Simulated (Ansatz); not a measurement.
The system is AlNi.

```
Ni Al
1.0
     1.93869   -1.95319    0.00000
     1.93869    1.95319    0.00000
     0.00000    0.00000    3.09943
Ni Al
1 1
Cartesian
  1.9387 0.0000 1.5497
  0.0000 0.0000 0.0000
```

The cell comes from a database or a generator and needn't be the stable form of this composition.

| Quantity | Value |
| --- | --- |
| Program | Ansatz 0.2.0 |
| Task | relaxation of cell and atoms |
| Functional | PBEsol |
| Potentials or basis | Ansatz PAW |
| Cutoff | 420 eV (not typed: the program's choice for these potentials) |
| k mesh | 10 × 10 × 9 |
| Occupations | fermi-dirac, width 0.05 eV |
| Spin | collinear spin, ferromagnetic start |
| Starting moments | [1.0, 0.0] μB |

At the start: volume 11.74 Å³/atom.

Q: Where does the relaxation end?

A: It ends after 8 steps and the volume is 11.72 Å³/atom (-0.1 %); space group Pm-3m (No. 221, to 0.05 Å); moment 0.00 μB per cell.

The path:
```csv
step,energy change (eV),largest force (eV/Å),volume (Å³)
1,0.0000,0.0000,23.47
2,-0.0206,0.0000,23.52
3,-0.0418,0.0000,23.39
4,-0.0421,0.0000,23.42
5,-0.0421,0.0000,23.43
6,-0.0427,0.0000,23.43
7,-0.0427,0.0000,23.44
8,-0.0427,0.0000,23.44
```

Final structure:
```
Ni Al
1.0
     2.02279   -2.02279    0.00000
     2.02279    2.02279    0.00000
     0.00000    0.00000    2.86464
Ni Al
1 1
Direct
  0.50000 0.50000 0.50000
  0.00000 0.00000 0.00000
```

Caveat: the plane-wave basis is chosen anew once the cell has moved, so the energies of steps on either side of that aren't comparable; the PAW data sets come from PBE, with cores solved anew for the run's functional, which leaves a small shift of forces and pressure; the starting moments weren't kept.
